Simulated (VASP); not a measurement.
# BaTiO₃, optical spectrum of independent particles: which settings are enough?

BaTiO₃, Pm-3m (no. 221), 5 atoms in the cell. PBE, independent-particle dielectric function; PAW potentials Ba_sv_GW, Ti_sv_GW, O_GW (PBE set). VASP 6.6.1.

Wanted: ε at zero frequency, electronic within 1 %; spectrum (imaginary part of ε) within 10 %.

POSCAR:
```
BaTiO3
1.0
    4.0060000000      0.0000000000      0.0000000000
    0.0000000000      4.0060000000      0.0000000000
    0.0000000000      0.0000000000      4.0060000000
Ba Ti O
1 1 3
Direct
    0.5000000000      0.5000000000      0.5000000000
    0.0000000000      0.0000000000      0.0000000000
    0.0000000000      0.0000000000      0.5000000000
    0.0000000000      0.5000000000      0.0000000000
    0.5000000000      0.0000000000      0.0000000000
```

The series start from Bands in all (NBANDS): 40; Plane-wave cutoff (eV): 460; Energy points: 2000; k mesh: 7 × 7 × 7; Precision mode: Accurate; Electronic algorithm: Normal. Each series keeps the choices made before it, and each single choice may use up half of a tolerance. Times cover all steps of a run.

## Bands in all (NBANDS)

| Bands in all (NBANDS) | ε at zero frequency, electronic | Spectrum (imaginary part of ε), largest deviation against the largest value | Time (s) |
|---|---|---|---|
| 26 | 5.228 | 50 % | 21 |
| 32 | 6.28 | 19 % | 22 |
| 40 | 6.5 | 15 % | 22 |
| 52 | 6.747 | 0.82 % | 24 |
| 68 | 6.798 | 1.1 % | 27 |
| 100 (reference) | 6.825 | 0 % | 31 |

Chosen: 68, the loosest value from which every tighter one stays within half of the tolerance.

## Plane-wave cutoff (eV)

| Plane-wave cutoff (eV) | ε at zero frequency, electronic | Spectrum (imaginary part of ε), largest deviation against the largest value | Time (s) |
|---|---|---|---|
| 250 | 7.166 | 30 % | 17 |
| 320 | 6.945 | 17 % | 20 |
| 380 | 6.814 | 2.5 % | 29 |
| 460 | 6.798 | 0.25 % | 27 |
| 570 (reference) | 6.798 | 0 % | 42 |

Chosen: 380.

## Energy points

| Energy points | ε at zero frequency, electronic | Spectrum (imaginary part of ε), largest deviation against the largest value | Time (s) |
|---|---|---|---|
| default | 6.814 | 33 % | 27 |
| 2000 | 6.814 | 0.23 % | 29 |
| 4000 (reference) | 6.814 | 0 % | 28 |

Chosen: 2000.

## k mesh

| k mesh | ε at zero frequency, electronic | Spectrum (imaginary part of ε), largest deviation against the largest value | Time (s) |
|---|---|---|---|
| 3 × 3 × 3 | 8.353 | 131 % | 19 |
| 4 × 4 × 4 | 7.335 | 46 % | 21 |
| 5 × 5 × 5 | 6.978 | 36 % | 22 |
| 7 × 7 × 7 | 6.814 | 17 % | 29 |
| 9 × 9 × 9 | 6.794 | 11 % | 38 |
| 11 × 11 × 11 | 6.792 | 17 % | 49 |
| 14 × 14 × 14 (reference) | 6.793 | 0 % | 77 |

Chosen: 14 × 14 × 14; the next looser run is off by more than half of the tolerance, so convergence isn't shown beyond this value.

## Precision mode

| Precision mode | ε at zero frequency, electronic | Spectrum (imaginary part of ε), largest deviation against the largest value | Time (s) |
|---|---|---|---|
| Accurate | 6.793 | 0 % | 77 |
| Normal | 6.792 | 0.069 % | 51 |
| Single | 6.793 | 0.023 % | 78 |

Chosen: Normal, the fastest of those that stay within half of the tolerance.

## Electronic algorithm

| Electronic algorithm | ε at zero frequency, electronic | Spectrum (imaginary part of ε), largest deviation against the largest value | Time (s) |
|---|---|---|---|
| Normal | 6.792 | 0 % | 51 |
| Fast | 6.792 | 0.21 % | 56 |
| Exact | 6.792 | 0.22 % | 592 |

Chosen: Normal; no other choice that stays within half of the tolerance saves 30 % of the time.

## All choices together

| Input | ε at zero frequency, electronic | Spectrum (imaginary part of ε), largest deviation against the largest value | Time (s) |
|---|---|---|---|
| all settings of the optics step left to the defaults, ground-state mesh (naive) | 4.624 | 57 % | 21 |
| chosen settings | 6.792 | 1.1 % | 51 |
| reference settings throughout | 6.804 | 0 % | 163 |

The chosen settings stay within the tolerance of the reference run, but the reference itself isn't shown to be converged in: k mesh.

## The input

INCAR.step1:
```
SYSTEM = BaTiO3
  PREC = Normal
  ENCUT = 380
  ISMEAR = 0
  SIGMA = 0.02
  EDIFF = 1E-7
  LASPH = .TRUE.
  KPAR = 4
  LWAVE = .FALSE.
  LCHARG = .TRUE.
  GGA = PE
```

INCAR.step2:
```
SYSTEM = BaTiO3
  PREC = Normal
  ENCUT = 380
  ISMEAR = 0
  SIGMA = 0.05
  EDIFF = 1E-6
  LASPH = .TRUE.
  KPAR = 4
  LWAVE = .FALSE.
  LCHARG = .FALSE.
  ICHARG = 11
  LOPTICS = .TRUE.
  NBANDS = 68
  NEDOS = 2000
  CSHIFT = 0.1
  ALGO = Normal
  GGA = PE
```

KPOINTS.step1:
```
k-points
0
Gamma
  7 7 7
```

KPOINTS.step2:
```
Automatic mesh
0
Gamma
  14 14 14
  0 0 0
```

Commands (each step's output is kept before the next begins):
```
cat potpaw_PBE.64/Ba_sv_GW/POTCAR potpaw_PBE.64/Ti_sv_GW/POTCAR potpaw_PBE.64/O_GW/POTCAR > POTCAR
cp INCAR.step1 INCAR
cp KPOINTS.step1 KPOINTS
mpirun -np 4 vasp_std > vasp.out
cp INCAR.step2 INCAR
cp KPOINTS.step2 KPOINTS
mpirun -np 4 vasp_std > vasp.out
```

Limits: Spin-orbit coupling is left out, which can matter with atoms this heavy; the pull between electron and hole is left out; the onset follows the functional's gap, which semilocal functionals usually make too small.

The chosen input took VASP 6.6.1 51 s on 4 cores (AMD EPYC 7R43 (Zen 3)), a shared host.

## An input that fails: CSHIFT 1.5

It runs to its end, but against the unchanged starting input it is off by 8.2 % in the ε at zero frequency, electronic, 63 % in the spectrum (imaginary part of ε).

Changes against the starting input:
```
(step 2)
- CSHIFT = 0.1
+ CSHIFT = 1.5
```
